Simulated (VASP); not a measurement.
# PbF₂: convergence, band structure

PbF₂, Fm-3m (no. 225), 3 atoms in the cell. PBE; PAW potentials Pb_d, F (PBE set). VASP 6.6.1.

Wanted: band energies at the path's corners within 0.02 eV; smallest gap over path and mesh within 0.01 eV.

What the run is for: bands; Accuracy asked: standard; Route: fixed density (ICHARG 11).

Band energies at the path's corners: counted from the valence top.

POSCAR:
```
PbF2
1.0
    0.0000000000      2.9636600000      2.9636600000
    2.9636600000      0.0000000000      2.9636600000
    2.9636600000      2.9636600000      0.0000000000
Pb F
1 2
Direct
    0.0000000000      0.0000000000      0.0000000000
    0.7500000000      0.7500000000      0.7500000000
    0.2500000000      0.2500000000      0.2500000000
```

The series start from Plane-wave cutoff (eV): 460; k-point mesh: 5 × 5 × 5; k points a path segment: 12; Electronic threshold (eV): 1e-6; Precision mode (PREC): Accurate; Bands in all (NBANDS): 27; Aspherical gradient terms in the spheres (LASPH): yes. Each series keeps the choices made before it, and each single choice may use up half of a tolerance. Times cover all steps of a run.

## Plane-wave cutoff (eV)

| Plane-wave cutoff (eV) | Band energies at the path's corners, largest deviation (eV) | Smallest gap over path and mesh (eV) | Time (s) |
|---|---|---|---|
| 320 | 0.119 | 4.503 | 44 |
| 400 | 0.023 | 4.433 | 70 |
| 460 | 0.003 | 4.420 | 88 |
| 520 | 0.003 | 4.416 | 88 |
| 640 (reference) | 0.000 | 4.418 | 142 |

Chosen: 460, the loosest value from which every tighter one stays within half of the tolerance.

## k-point mesh

| k-point mesh | Band energies at the path's corners, largest deviation (eV) | Smallest gap over path and mesh (eV) | Time (s) |
|---|---|---|---|
| 2 × 2 × 2 | 0.010 | 4.412 | 66 |
| 3 × 3 × 3 | 0.001 | 4.418 | 78 |
| 4 × 4 × 4 | 0.000 | 4.419 | 79 |
| 5 × 5 × 5 | 0.000 | 4.420 | 88 |
| 7 × 7 × 7 | 0.000 | 4.420 | 83 |
| 8 × 8 × 8 (reference) | 0.000 | 4.419 | 101 |

Chosen: 3 × 3 × 3.

## Electronic threshold (eV)

| Electronic threshold (eV) | Band energies at the path's corners, largest deviation (eV) | Smallest gap over path and mesh (eV) | Time (s) |
|---|---|---|---|
| 0.001 | 0.002 | 4.417 | 30 |
| 0.0001 | 0.002 | 4.417 | 38 |
| 1e-5 | 0.000 | 4.418 | 33 |
| 1e-6 | 0.000 | 4.418 | 37 |
| 1e-7 (reference) | 0.000 | 4.418 | 37 |

Chosen: 0.001.

## Precision mode (PREC)

| Precision mode (PREC) | Band energies at the path's corners, largest deviation (eV) | Smallest gap over path and mesh (eV) | Time (s) |
|---|---|---|---|
| SingleN | 0.003 | 4.419 | 18 |
| Normal | 0.000 | 4.417 | 18 |
| Accurate (reference) | 0.000 | 4.417 | 30 |

Chosen: SingleN.

## Bands in all (NBANDS)

| Bands in all (NBANDS) | Band energies at the path's corners, largest deviation (eV) | Smallest gap over path and mesh (eV) | Time (s) |
|---|---|---|---|
| 16 | 0.002 | 4.419 | 12 |
| 17 | 0.001 | 4.420 | 14 |
| 18 | 0.003 | 4.418 | 15 |
| 20 | 0.002 | 4.419 | 15 |
| 27 | 0.001 | 4.419 | 18 |
| 37 (reference) | 0.000 | 4.420 | 22 |

Chosen: 16.

## Aspherical gradient terms in the spheres (LASPH)

| Aspherical gradient terms in the spheres (LASPH) | Band energies at the path's corners, largest deviation (eV) | Smallest gap over path and mesh (eV) | Time (s) |
|---|---|---|---|
| yes | 0.000 | 4.419 | 12 |
| no | 0.000 | 4.419 | 12 |

Chosen: yes; no other choice that stays within half of the tolerance saves 30 % of the time.

Also changed on the way, by series that aren't shown: k points a path segment: 5.

## All choices together

| Input | Band energies at the path's corners, largest deviation (eV) | Smallest gap over path and mesh (eV) | Time (s) |
|---|---|---|---|
| the program's defaults (naive) | 0.022 | 4.431 | 35 |
| chosen settings | 0.003 | 4.419 | 12 |
| reference settings throughout | 0.000 | 4.418 | 576 |

The tolerance is met.

## The input

INCAR.step1:
```
GGA = PE
ISMEAR = 0
SIGMA = 0.03
LWAVE = F
LCHARG = T
NBANDS = 16
PREC = SingleN
LASPH = T
LREAL = F
ALGO = Normal
EDIFF = 0.001
NELM = 120
GGA_COMPAT = F
ENCUT = 460
EFERMI = MIDGAP
```

INCAR.step2, as INCAR.step1 but for:
```
- LCHARG = T
+ LCHARG = F
+ ICHARG = 11
```

KPOINTS.step1:
```
Automatic mesh
0
Gamma
  3 3 3
  0 0 0
```

KPOINTS.step2:
```
path GXWKGLUWLK,UX
5
line-mode
reciprocal
 0.0000000000  0.0000000000  0.0000000000  G
 0.5000000000  0.0000000000  0.5000000000  X

 0.5000000000  0.0000000000  0.5000000000  X
 0.5000000000  0.2500000000  0.7500000000  W

 0.5000000000  0.2500000000  0.7500000000  W
 0.3750000000  0.3750000000  0.7500000000  K

 0.3750000000  0.3750000000  0.7500000000  K
 0.0000000000  0.0000000000  0.0000000000  G

 0.0000000000  0.0000000000  0.0000000000  G
 0.5000000000  0.5000000000  0.5000000000  L

 0.5000000000  0.5000000000  0.5000000000  L
 0.6250000000  0.2500000000  0.6250000000  U

 0.6250000000  0.2500000000  0.6250000000  U
 0.5000000000  0.2500000000  0.7500000000  W

 0.5000000000  0.2500000000  0.7500000000  W
 0.5000000000  0.5000000000  0.5000000000  L

 0.5000000000  0.5000000000  0.5000000000  L
 0.3750000000  0.3750000000  0.7500000000  K

 0.6250000000  0.2500000000  0.6250000000  U
 0.5000000000  0.0000000000  0.5000000000  X
```

Commands (each step's output is kept before the next begins):
```
cat potpaw_PBE.64/Pb_d/POTCAR potpaw_PBE.64/F/POTCAR > POTCAR
cp INCAR.step1 INCAR
cp KPOINTS.step1 KPOINTS
mpirun -np 1 vasp_std > vasp.out
cp INCAR.step2 INCAR
cp KPOINTS.step2 KPOINTS
mpirun -np 1 vasp_std > vasp.out
```

Limits: PBE gaps are mostly well below measured ones; spin-orbit coupling is off, though it shifts bands of the heavy elements by a tenth of an eV or more.

The chosen input took VASP 6.6.1 12 s on 1 core (AMD EPYC 9R45 (Zen 5)), a shared host.
